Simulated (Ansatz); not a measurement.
**P under changes of volume**

One of the cells (14.345 Å³/atom); the others are scaled copies at fixed shape and fractional positions:

```
P
1.0
     2.42469    0.00000    0.00000
     0.00000    2.43854    0.00000
    -0.02031    0.00000    4.85243
P
2
Direct
  0.00000 0.00000 0.74943
  0.00000 0.00000 0.25057
```

This isn't the form of P at room conditions, which is orthorhombic.

```yaml
Program: Ansatz 0.2.0
Functional: PBE
Potentials_or_basis: Ansatz PAW
Cutoff: "420 eV (not typed: the program's choice for these potentials)"
k_mesh: 11 × 11 × 6
Occupations: fermi-dirac, width 0.05 eV
Spin: no spin polarisation
```

| volume (Å³/atom) | energy over the lowest point (meV/atom) | pressure (GPa) | largest force (eV/Å) |
| --- | --- | --- | --- |
| 13.485 | 35.57 | 10.7 | 0.018 |
| 13.772 | ? | ? | ? |
| 14.059 | 7.95 | 4.9 | 0.010 |
| 14.345 | 1.68 | 2.2 | 0.006 |
| 14.632 | 0.00 | -0.1 | 0.003 |
| 14.919 | 2.03 | -1.9 | 0.001 |
| 15.206 | 6.90 | -3.6 | 0.000 |

Question: What does the run at 13.772 Å³/atom give?

Answer: Energy over the lowest point 19.31 meV/atom; pressure 7.7 GPa; largest force 0.013 eV/Å.

Worked out: A Birch-Murnaghan fit of order 3 (a polynomial in V^(-2/3)) to the other rows has its minimum at 14.62 Å³/atom with B0 = V·E''(V) = 105 GPa and B' = 6.7 at fixed shape and positions, which overstates the stiffness. It gives 18.84 meV/atom at 13.772 Å³/atom, against the run's 19.31, and -dE/dV = 7.7 GPa, against 7.7.

Energies are extrapolated to zero smearing.
